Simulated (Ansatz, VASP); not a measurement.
This is a calculation of TiO2 for Ansatz 0.2.0. The cell is a database's computed one, not the measured one.

File input.yaml:

```yaml
crystal:
  lattice:
    - [4.5998373239, 0.0, 0.0]
    - [0.0, 4.5998373239, 0.0]
    - [0.0, 0.0, 2.95921356]
  atoms:
    - { symbol: Ti, position: [0.0, 0.0, 0.5] }
    - { symbol: Ti, position: [0.5, 0.5, 0.0] }
    - { symbol: O, position: [0.30432132, 0.30432132, 0.5] }
    - { symbol: O, position: [0.19567868, 0.80432132, 0.0] }
    - { symbol: O, position: [0.80432132, 0.19567868, 0.0] }
    - { symbol: O, position: [0.69567868, 0.69567868, 0.5] }
hamiltonian:
  xc: rpbe
  pseudopotentials: { kind: paw }
  dispersion: d3bj
kpoints:
  mp_grid: { grid: [6, 6, 9] }
scf:
  occupations: { method: fermi_dirac, width: 0.05 }
output:
  forces: true
  stress: true
relax:
  f_tol: 0.01
  max_steps: 40
  cell: { stress_tol: 0.05 }
```

Potentials or basis: Ansatz PAW.

The run is started by

```console
$ ansatz run input.yaml --threads 2 --pin off --max-ram 5632MiB --backend cpu --events-out ev --progress --plain --runs-dir out
```

Question: Translate it to VASP 6.6.1. Potentials or basis there: PBE PAW files O, Ti_sv, 600 eV.

Answer: As run (cutoffs and basis follow the program's own potentials, and thresholds, step limits or extra output files can differ):

The input INCAR:

```
SYSTEM = TiO2
ALGO = Normal
EDIFF = 1E-6
EDIFFG = -0.02
ENCUT = 600
GGA = RP
IBRION = 2
ISIF = 3
ISMEAR = -1
IVDW = 12
LASPH = .True.
LCHARG = .False.
LREAL = .False.
LWAVE = .False.
NELM = 80
NSW = 40
PREC = Accurate
SIGMA = 0.05
```

Contents of KPOINTS:

```
k-points
0
Gamma
  6 6 9
  0 0 0
```

The input POSCAR:

```
TiO2
1.0
    4.5998373239      0.0000000000      0.0000000000
    0.0000000000      4.5998373239      0.0000000000
    0.0000000000      0.0000000000      2.9592135600
Ti O
2 4
Direct
    0.0000000000      0.0000000000      0.5000000000
    0.5000000000      0.5000000000      0.0000000000
    0.3043213200      0.3043213200      0.5000000000
    0.1956786800      0.8043213200      0.0000000000
    0.8043213200      0.1956786800      0.0000000000
    0.6956786800      0.6956786800      0.5000000000
```

Potentials or basis: VASP PAW PBE potentials, release 64 (Ti_sv, O).

Launch:

```sh
$ cat potpaw_PBE.64/Ti_sv/POTCAR potpaw_PBE.64/O/POTCAR > POTCAR
$ mpirun -np 1 vasp_std > vasp.out
```

Both were run:

|  | Ansatz | VASP |
| --- | --- | --- |
| Relaxed volume | 9.96 Å³/atom | 9.97 Å³/atom |
| Relaxed cell | a = 4.513 Å, b = 4.513 Å, c = 2.933 Å, α = 90.00°, β = 90.00°, γ = 90.00° | a = 4.515 Å, b = 4.515 Å, c = 2.933 Å, α = 90.00°, β = 90.00°, γ = 90.00° |
| Space group after relaxing | P4_2/mnm (No. 136) | P4_2/mnm (No. 136) |
| Pressure after relaxing | 0.0 GPa | 0.0 GPa |

Ansatz's pressure holds a Pulay term of +0.67 GPa for its cutoff of 420 eV, which the other run lacks.

Ansatz's potentials were made for PBE. VASP's potentials were made for PBE.

Where Ansatz's input types no cutoff or centring, it takes its own default and a Γ-centred mesh.

Pressure is positive in compression.
